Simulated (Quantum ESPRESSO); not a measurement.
# MgO (Fm-3m) in Quantum ESPRESSO: notebook

Aim: see how the results for MgO move with the level of theory and the settings. Levels: PBE, PBEsol, BLYP, WC. Tasks: phonons.

Program: Quantum ESPRESSO 7.5. These are calculated values, not measurements. Logs are shortened: lines on timing, memory, paths and dates and some standing lists are left out, and cuts for length are marked.

**Measured values to compare with.**

From “Infrared Optical Properties of Ferropericlase (Mg1-xFexO): Experiment and Theory”, 2007, arxiv:0704.2267, for a bulk crystal of MgO at 295 K: high-frequency dielectric constant 2.95 ± 0.1.

How close the calculation comes is told below.

### 1 Starting point

It takes space group Fm-3m (No. 225, cubic). The conventional cell has a = 4.194 Å, b = 4.194 Å, c = 4.194 Å, α = 90.00°, β = 90.00°, γ = 90.00°. Mg (site symmetry m-3m) is surrounded by 6 O at 2.10 Å. O (site symmetry m-3m) is surrounded by 6 Mg at 2.10 Å.

The cell is a database's computed one.

### 2 Phonons, PBE

Input file pw.in:

```
&CONTROL
  calculation = 'scf'
  prefix = 'pwscf'
  outdir = './tmp'
  pseudo_dir = './pseudo'
  tprnfor = .true.
  tstress = .true.
  disk_io = 'low'
/
&SYSTEM
  ibrav = 0
  nat = 2
  ntyp = 2
  ecutwfc = 45
  ecutrho = 360
  nbnd = 14
  occupations = 'smearing'
  smearing = 'fd'
  degauss = 0.00367493
/
&ELECTRONS
  conv_thr = 4d-10
  electron_maxstep = 120
  mixing_beta = 0.5
/
ATOMIC_SPECIES
Mg    24.3050 mg_pbe_v1.4.uspp.F.UPF
O     15.9990 o_pbe_v1.2.uspp.F.UPF
CELL_PARAMETERS angstrom
   0.0000000000    2.0970013927    2.0970013927
   2.0970013927    0.0000000000    2.0970013927
   2.0970013927    2.0970013927    0.0000000000
ATOMIC_POSITIONS angstrom
Mg     0.0000000000    0.0000000000    0.0000000000
O      2.0970013927    2.0970013927    2.0970013927
K_POINTS automatic
6 6 6 1 1 1
```

Input file relax.in:

```
&CONTROL
  calculation = 'vc-relax'
  prefix = 'pwscf'
  outdir = './tmp'
  pseudo_dir = './pseudo'
  tprnfor = .true.
  tstress = .true.
  disk_io = 'low'
  nstep = 40
  forc_conv_thr = 0.0001
  etot_conv_thr = 1d-06
/
&SYSTEM
  ibrav = 0
  nat = 2
  ntyp = 2
  ecutwfc = 45
  ecutrho = 360
  nbnd = 14
  occupations = 'smearing'
  smearing = 'fd'
  degauss = 0.00367493
/
&ELECTRONS
  conv_thr = 4d-10
  electron_maxstep = 120
  mixing_beta = 0.5
/
&IONS
  ion_dynamics = 'bfgs'
/
&CELL
  cell_dynamics = 'bfgs'
  press = 0
  press_conv_thr = 0.2
/
ATOMIC_SPECIES
Mg    24.3050 mg_pbe_v1.4.uspp.F.UPF
O     15.9990 o_pbe_v1.2.uspp.F.UPF
CELL_PARAMETERS angstrom
   0.0000000000    2.0970013927    2.0970013927
   2.0970013927    0.0000000000    2.0970013927
   2.0970013927    2.0970013927    0.0000000000
ATOMIC_POSITIONS angstrom
Mg     0.0000000000    0.0000000000    0.0000000000
O      2.0970013927    2.0970013927    2.0970013927
K_POINTS automatic
6 6 6 1 1 1
```

Input file scf2.in:

```
&CONTROL
  calculation = 'scf'
  prefix = 'pwscf'
  outdir = './tmp'
  pseudo_dir = './pseudo'
  tprnfor = .true.
  tstress = .true.
  disk_io = 'low'
/
&SYSTEM
  ibrav = 0
  nat = 2
  ntyp = 2
  ecutwfc = 45
  ecutrho = 360
  nbnd = 14
  occupations = 'fixed'
/
&ELECTRONS
  conv_thr = 1d-13
  electron_maxstep = 120
  mixing_beta = 0.5
  startingpot = 'file'
  startingwfc = 'file'
/
ATOMIC_SPECIES
Mg    24.3050 mg_pbe_v1.4.uspp.F.UPF
O     15.9990 o_pbe_v1.2.uspp.F.UPF
CELL_PARAMETERS angstrom
   0.0000000000    2.1274116002    2.1274116002
   2.1274116002    0.0000000000    2.1274116002
   2.1274116002    2.1274116002    0.0000000000
ATOMIC_POSITIONS angstrom
Mg     0.0000000000    0.0000000000    0.0000000000
O      2.1274116002    2.1274116002    2.1274116002
K_POINTS automatic
6 6 6 1 1 1
```

Input file ph.in:

```
phonons of MgO
&INPUTPH
  prefix = 'pwscf'
  outdir = './tmp'
  tr2_ph = 1d-18
  fildyn = 'dyn'
  niter_ph = 90
  alpha_mix(1) = 0.7
  epsil = .true.
/
0.0000000000 0.0000000000 0.0000000000
```

Input file dynmat.in:

```
&INPUT
  fildyn = 'dyn'
  asr = 'crystal'
  lperm = .true.
  filout = 'dynmat.disp'
  fileig = 'dynmat.eig'
/
```

Input file dynmat_lo.in:

```
&INPUT
  fildyn = 'dyn'
  asr = 'crystal'
  filout = 'dynmat_lo.disp'
  fileig = 'dynmat_lo.eig'
  q(1) = 0
  q(2) = 0
  q(3) = 1
/
```

Potentials or basis: GBRV 1.5 PBE.

Started as:

```bash
> OMP_NUM_THREADS=1 pw.x -in pw.in > pw.out
> OMP_NUM_THREADS=1 pw.x -in relax.in > relax.out
> OMP_NUM_THREADS=1 pw.x -in scf2.in > scf2.out
> OMP_NUM_THREADS=1 ph.x -in ph.in > ph.out
> OMP_NUM_THREADS=1 dynmat.x -in dynmat.in > dynmat.out
> OMP_NUM_THREADS=1 dynmat.x -in dynmat_lo.in > dynmat_lo.out
```

pw.out:

```text
This program is part of the open-source Quantum ESPRESSO suite
     for quantum simulation of materials; please cite
[... 9 lines left out ...]
     --------------------
     sticks:   dense  smooth     PW     G-vecs:    dense   smooth      PW
     Sum         769     379    127                14331     5029     965

     Using Slab Decomposition

     bravais-lattice index     =            0
     lattice parameter (alat)  =       5.6042  a.u.
     unit-cell volume          =     124.4580 (a.u.)^3
     number of atoms/cell      =            2
     number of atomic types    =            2
     number of electrons       =        16.00
     number of Kohn-Sham states=           14
     kinetic-energy cutoff     =      45.0000  Ry
     charge density cutoff     =     360.0000  Ry
     scf convergence threshold =      4.0E-10
     mixing beta               =       0.5000
     number of iterations used =            8  plain     mixing
     Exchange-correlation= SLA  PW   PBE  PBE
                           (   1   4   3   4   0   0   0)

     celldm(1)=   5.604187  celldm(2)=   0.000000  celldm(3)=   0.000000
     celldm(4)=   0.000000  celldm(5)=   0.000000  celldm(6)=   0.000000

[... 8 lines left out ...]
               b(3) = (  0.707107  0.707107 -0.707107 )

     PseudoPot. # 1 for Mg read from file:
     mg_pbe_v1.4.uspp.F.UPF
     Pseudo is Ultrasoft, Zval = 10.0
     Generated by new atomic code, or converted to UPF format
     Using radial grid of  821 points,  7 beta functions with:
                l(1) =   0
                l(2) =   0
                l(3) =   0
                l(4) =   1
                l(5) =   1
                l(6) =   2
                l(7) =   2
     Q(r) pseudized with  8 coefficients,  rinner =    1.200   1.200   1.200
                                                       1.200   1.200

     PseudoPot. # 2 for O  read from file:
     o_pbe_v1.2.uspp.F.UPF
     Pseudo is Ultrasoft + core correction, Zval =  6.0
     Generated by new atomic code, or converted to UPF format
     Using radial grid of  737 points,  5 beta functions with:
                l(1) =   0
                l(2) =   0
                l(3) =   1
                l(4) =   1
                l(5) =   2
     Q(r) pseudized with  8 coefficients,  rinner =    0.900   0.900   0.900
                                                       0.900   0.900

     atomic species   valence    mass     pseudopotential
     Mg               10.00    24.30500     Mg( 1.00)
     O                 6.00    15.99900     O ( 1.00)

     48 Sym. Ops., with inversion, found

   Cartesian axes

     site n.     atom                  positions (alat units)
         1        Mg     tau(   1) = (   0.0000000   0.0000000   0.0000000  )
         2        O      tau(   2) = (   0.7071068   0.7071068   0.7071068  )

     number of k points=    28  Fermi-Dirac smearing, width (Ry)=  0.0037
                       cart. coord. in units 2pi/alat
        k(    1) = (   0.0589256   0.0589256   0.0589256), wk =   0.0185185
        k(    2) = (   0.1767767   0.1767767  -0.0589256), wk =   0.0555556
        k(    3) = (   0.2946278   0.2946278  -0.1767767), wk =   0.0555556
        k(    4) = (  -0.2946278  -0.2946278   0.4124790), wk =   0.0555556
        k(    5) = (  -0.1767767  -0.1767767   0.2946278), wk =   0.0555556
        k(    6) = (  -0.0589256  -0.0589256   0.1767767), wk =   0.0555556
[... 20 lines left out ...]
        k(   27) = (   0.2946278   0.2946278   0.2946278), wk =   0.0185185
        k(   28) = (  -0.2946278  -0.2946278   0.8838835), wk =   0.0555556

     Dense  grid:    14331 G-vectors     FFT dimensions: (  36,  36,  36)

     Smooth grid:     5029 G-vectors     FFT dimensions: (  24,  24,  24)

     Check: negative core charge=   -0.000002

     Initial potential from superposition of free atoms

     starting charge      15.6998, renormalised to      16.0000
     Starting wfcs are    9 randomized atomic wfcs +    5 random wfcs

     Self-consistent Calculation

     iteration #  1     ecut=    45.00 Ry     beta= 0.50
     Davidson diagonalization with overlap
     ethr =  1.00E-02,  avg # of iterations =  5.5

     total energy              =    -157.76459922 Ry
     estimated scf accuracy    <       0.37660983 Ry

     iteration #  2     ecut=    45.00 Ry     beta= 0.50
     Davidson diagonalization with overlap
     ethr =  2.35E-03,  avg # of iterations =  2.0

     total energy              =    -157.86155511 Ry
     estimated scf accuracy    <       0.07027477 Ry

     iteration #  3     ecut=    45.00 Ry     beta= 0.50
     Davidson diagonalization with overlap
     ethr =  4.39E-04,  avg # of iterations =  2.0

     total energy              =    -157.87203745 Ry
     estimated scf accuracy    <       0.00404370 Ry

     iteration #  4     ecut=    45.00 Ry     beta= 0.50
     Davidson diagonalization with overlap
     ethr =  2.53E-05,  avg # of iterations =  1.8

     total energy              =    -157.87225696 Ry
     estimated scf accuracy    <       0.00017209 Ry

     iteration #  5     ecut=    45.00 Ry     beta= 0.50
     Davidson diagonalization with overlap
     ethr =  1.08E-06,  avg # of iterations =  2.4

     total energy              =    -157.87227388 Ry
     estimated scf accuracy    <       0.00000312 Ry

     iteration #  6     ecut=    45.00 Ry     beta= 0.50
     Davidson diagonalization with overlap
     ethr =  1.95E-08,  avg # of iterations =  2.0

     total energy              =    -157.87227462 Ry
     estimated scf accuracy    <       0.00000024 Ry

     iteration #  7     ecut=    45.00 Ry     beta= 0.50
     Davidson diagonalization with overlap
     ethr =  1.50E-09,  avg # of iterations =  2.0

     total energy              =    -157.87227466 Ry
     estimated scf accuracy    <          2.8E-09 Ry

     iteration #  8     ecut=    45.00 Ry     beta= 0.50
     Davidson diagonalization with overlap
     ethr =  1.73E-11,  avg # of iterations =  2.0

     total energy              =    -157.87227466 Ry
     estimated scf accuracy    <          8.6E-10 Ry

     iteration #  9     ecut=    45.00 Ry     beta= 0.50
     Davidson diagonalization with overlap
     ethr =  5.38E-12,  avg # of iterations =  1.9

     End of self-consistent calculation

          k = 0.0589 0.0589 0.0589 (   624 PWs)   bands (ev):

   -64.2862 -31.0366 -31.0310 -31.0310  -9.2239   7.5118   7.9330   7.9330
    13.3277  22.9168  24.0557  24.0557  29.0854  29.0897

          k = 0.1768 0.1768-0.0589 (   627 PWs)   bands (ev):

   -64.2834 -31.0620 -31.0383 -31.0321  -8.8462   5.9772   7.5079   7.7748
    14.8979  20.9309  24.3979  24.8955  27.2417  28.9270

          k = 0.2946 0.2946-0.1768 (   624 PWs)   bands (ev):

   -64.2789 -31.1036 -31.0433 -31.0370  -8.1910   4.0617   7.1228   7.4392
    16.2022  20.3602  23.9586  24.8947  28.6546  29.8263

          k =-0.2946-0.2946 0.4125 (   629 PWs)   bands (ev):

   -64.2774 -31.1182 -31.0428 -31.0407  -7.9344   3.4406   7.0760   7.2646
    16.3233  20.6607  23.6932  24.6661  29.6328  30.3557

          k =-0.1768-0.1768 0.2946 (   626 PWs)   bands (ev):

   -64.2803 -31.0909 -31.0396 -31.0377  -8.4034   4.6146   7.3827   7.4033
    15.9428  20.2406  24.2667  24.8973  27.6248  29.8555

          k =-0.0589-0.0589 0.1768 (   626 PWs)   bands (ev):

   -64.2847 -31.0485 -31.0348 -31.0334  -9.0274   6.6827   7.7346   7.7631
    14.2596  21.5115  24.4537  24.4743  27.1812  29.6248

          k = 0.2946 0.0589 0.0589 (   627 PWs)   bands (ev):

   -64.2820 -31.0657 -31.0413 -31.0404  -8.6844   5.6796   7.3925   7.4154
    15.6040  19.9741  24.4172  25.1648  25.6803  30.6363

          k = 0.4125 0.1768-0.0589 (   630 PWs)   bands (ev):

   -64.2784 -31.0904 -31.0538 -31.0444  -8.1786   4.5893   6.6495   7.1431
    17.2140  19.2321  22.5669  25.6267  26.7569  31.3376

          k =-0.1768-0.4125 0.5303 (   637 PWs)   bands (ev):

   -64.2761 -31.1060 -31.0617 -31.0473  -7.8116   3.9697   6.0257   6.9841
    17.7675  20.2490  21.6108  25.2186  28.1798  30.8913

          k =-0.0589-0.2946 0.4125 (   634 PWs)   bands (ev):

   -64.2774 -31.0969 -31.0617 -31.0416  -8.0098   4.3367   6.1241   7.2075
    17.6130  19.8042  22.1670  25.4462  28.0147  29.8476

          k = 0.0589-0.1768 0.2946 (   628 PWs)   bands (ev):

   -64.2810 -31.0777 -31.0452 -31.0361  -8.5339   5.1874   7.1087   7.5310
    15.9745  20.0562  23.9199  25.4234  26.4225  29.9049

          k = 0.5303 0.0589 0.0589 (   638 PWs)   bands (ev):

   -64.2763 -31.0973 -31.0577 -31.0554  -7.9398   4.2479   6.6304   6.8113
    17.7689  18.0764  21.5012  26.6126  26.7087  33.5251

          k =-0.0589-0.5303 0.6482 (   640 PWs)   bands (ev):

   -64.2747 -31.0995 -31.0693 -31.0585  -7.7116   4.2094   5.9178   6.5744
    18.0607  19.1307  20.8777  25.6721  27.5935  33.8621

          k = 0.0589-0.4125 0.5303 (   641 PWs)   bands (ev):

   -64.2753 -31.0947 -31.0777 -31.0503  -7.7327   4.4783   5.2494   6.8486
    18.5254  20.1788  20.7996  25.1796  28.0263  30.8719

          k = 0.1768-0.2946 0.4125 (   633 PWs)   bands (ev):

   -64.2774 -31.1094 -31.0501 -31.0415  -7.9724   3.8150   6.6828   7.2244
    16.8674  20.3414  22.8458  25.0149  28.6787  30.4465

          k =-0.6482 0.0589 0.0589 (   638 PWs)   bands (ev):

   -64.2747 -31.1047 -31.0627 -31.0592  -7.7412   3.9746   6.4329   6.6653
    17.4038  18.3424  21.1683  26.9759  27.0203  33.9787

          k =-0.5303 0.1768-0.0589 (   641 PWs)   bands (ev):

   -64.2761 -31.0976 -31.0626 -31.0533  -7.8792   4.2830   6.2158   6.7820
    18.1186  18.8365  21.3419  25.7460  27.2715  32.6711

          k =-0.4125 0.0589 0.0589 (   631 PWs)   bands (ev):

   -64.2789 -31.0833 -31.0494 -31.0488  -8.2856   4.8229   6.9771   7.0791
    16.9632  18.7297  22.7181  25.9361  26.1714  31.9939

          k = 0.1768 0.1768 0.1768 (   631 PWs)   bands (ev):

   -64.2822 -31.0761 -31.0349 -31.0349  -8.6819   5.3060   7.6343   7.6343
    15.2230  20.6606  24.7779  24.7779  28.3014  28.3014

          k = 0.2946 0.2946 0.0589 (   635 PWs)   bands (ev):

   -64.2794 -31.0899 -31.0527 -31.0360  -8.2822   4.6471   6.6341   7.4877
    16.6745  20.0063  23.2114  25.6447  27.1822  29.5687

          k =-0.2946-0.2946 0.6482 (   637 PWs)   bands (ev):

   -64.2763 -31.0985 -31.0707 -31.0435  -7.8451   4.2834   5.5974   7.1431
    18.0387  20.1321  21.4830  25.6644  28.1907  29.7273

          k =-0.1768-0.1768 0.5303 (   637 PWs)   bands (ev):

   -64.2761 -31.1020 -31.0622 -31.0499  -7.8456   4.1341   6.0483   6.9518
    17.7947  19.6905  21.4448  25.8488  26.9862  32.6364

          k = 0.4125 0.1768 0.1768 (   628 PWs)   bands (ev):

   -64.2780 -31.1006 -31.0476 -31.0451  -8.0954   4.1890   6.7884   7.1542
    16.9258  19.8378  22.7796  25.2986  27.3730  31.4397

          k =-0.1768-0.4125 0.7660 (   642 PWs)   bands (ev):

   -64.2757 -31.0968 -31.0704 -31.0510  -7.7949   4.3605   5.6761   6.7719
    18.6056  19.6440  21.1164  24.9478  28.5647  30.4603

          k =-0.0589-0.2946 0.6482 (   640 PWs)   bands (ev):

   -64.2747 -31.0911 -31.0781 -31.0589  -7.6818   4.6295   5.3152   6.4035
    19.0761  19.9521  20.4285  24.2925  28.9188  31.1744

          k =-0.7660 0.1768 0.1768 (   637 PWs)   bands (ev):

   -64.2749 -31.0962 -31.0769 -31.0527  -7.7106   4.3803   5.3843   6.8401
    18.1395  19.8871  20.7317  26.2775  26.5578  33.1971

          k = 0.2946 0.2946 0.2946 (   628 PWs)   bands (ev):

   -64.2782 -31.1152 -31.0387 -31.0387  -8.0543   3.5704   7.3569   7.3569
    15.9697  20.6183  24.5571  24.5571  29.2362  30.1217

          k =-0.2946-0.2946 0.8839 (   637 PWs)   bands (ev):

   -64.2767 -31.1115 -31.0549 -31.0425  -7.8674   3.7260   6.3879   7.1869
    17.1531  20.4892  22.3500  25.1314  28.8418  30.4954

     the Fermi energy is     9.6625 ev

!    total energy              =    -157.87227466 Ry
     estimated scf accuracy    <          5.8E-12 Ry
     smearing contrib. (-TS)   =      -0.00000000 Ry
     internal energy E=F+TS    =    -157.87227466 Ry

     The total energy is F=E-TS. E is the sum of the following terms:
     one-electron contribution =     -86.27747254 Ry
     hartree contribution      =      48.08605657 Ry
     xc contribution           =     -24.50609301 Ry
     ewald contribution        =     -95.17476569 Ry

     convergence has been achieved in   9 iterations

     Forces acting on atoms (cartesian axes, Ry/au):

     atom    1 type  1   force =     0.00000000   -0.00000000   -0.00000000
     atom    2 type  2   force =     0.00000000    0.00000000    0.00000000

     Total force =     0.000000     Total SCF correction =     0.000000

     Computing stress (Cartesian axis) and pressure

          total   stress  (Ry/bohr**3)                   (kbar)     P=       69.80
   0.00047451  -0.00000000   0.00000000           69.80       -0.00        0.00
  -0.00000000   0.00047451   0.00000000           -0.00       69.80        0.00
   0.00000000   0.00000000   0.00047451            0.00        0.00       69.80

=------------------------------------------------------------------------------=
   JOB DONE.
=------------------------------------------------------------------------------=
```

It took 2 min on 1 thread of Intel Xeon Platinum 8375C at 2.90GHz (Ice Lake), shared host; peak memory 0.11 GiB.

What came out:

- Free energy: -2147.9797 eV
- Relaxed volume: 9.63 Å³/atom
- Relaxed cell: a = 3.009 Å, b = 3.009 Å, c = 3.009 Å, α = 60.00°, β = 60.00°, γ = 60.00°
- Space group after relaxing (to 0.05 Å): Fm-3m (No. 225)
- Pressure after relaxing: -0.1 GPa
- Electronic dielectric tensor (diagonal): 3.24
- Born charges (mean of the diagonal): Mg +2.00; O -2.00 e
- Highest phonon frequency at Γ, LO-TO splitting left out: 366 cm⁻¹
- Static dielectric tensor (diagonal): 11.15

The path:
```tsv
step	energy change (eV)	largest force (eV/Å)	pressure (GPa)	volume (Å³)
1	0.0000	0.0000	6.98	18.44
2	-0.0165	0.0000	1.17	19.11
3	-0.0171	0.0000	0.08	19.25
4	-0.0171	0.0000	0.00	19.26
```

Final structure:
```cif
data_structure
_symmetry_space_group_name_H-M 'P 1'
_symmetry_Int_Tables_number 1
_cell_length_a 3.0086
_cell_length_b 3.0086
_cell_length_c 3.0086
_cell_angle_alpha 60.000
_cell_angle_beta 60.000
_cell_angle_gamma 60.000
_cell_volume 19.26
loop_
_atom_site_label
_atom_site_type_symbol
_atom_site_fract_x
_atom_site_fract_y
_atom_site_fract_z
_atom_site_occupancy
Mg1 Mg 0.00000 0.00000 0.00000 1
O1 O 0.50000 0.50000 0.50000 1
```

Phonon frequencies in cm⁻¹ (negative: imaginary):
| q point | frequencies |
| --- | --- |
| (0.000, 0.000, 0.000) | 4 4 4 366 366 366 |

Electronic dielectric tensor:
```
3.24 0.00 0.00
0.00 3.24 0.00
0.00 0.00 3.24
```

Born effective charge tensors (e):
atom 1, Mg
```
2.00 0.00 0.00
0.00 2.00 0.00
0.00 0.00 2.00
```
atom 2, O
```
-2.00  0.00  0.00
 0.00 -2.00  0.00
 0.00  0.00 -2.00
```

Optical modes at Γ, degenerate ones joined, polar ones without the macroscopic field:
```
cm⁻¹  components  symmetry  active in  IR intensity, summed ((D/Å)²/amu)
 366           3       T1u         IR                              28.74
```

Zone-centre frequencies without and with the macroscopic field along z (cm⁻¹):
|  | optical modes in rising order |
| --- | --- |
| without | 366 366 366 |
| with the field | 366 366 680 |

Static dielectric tensor, electrons and zone-centre modes:
```
11.15  0.00  0.00
 0.00 11.15  0.00
 0.00  0.00 11.15
```

(Part 1 of 4 ends here.)
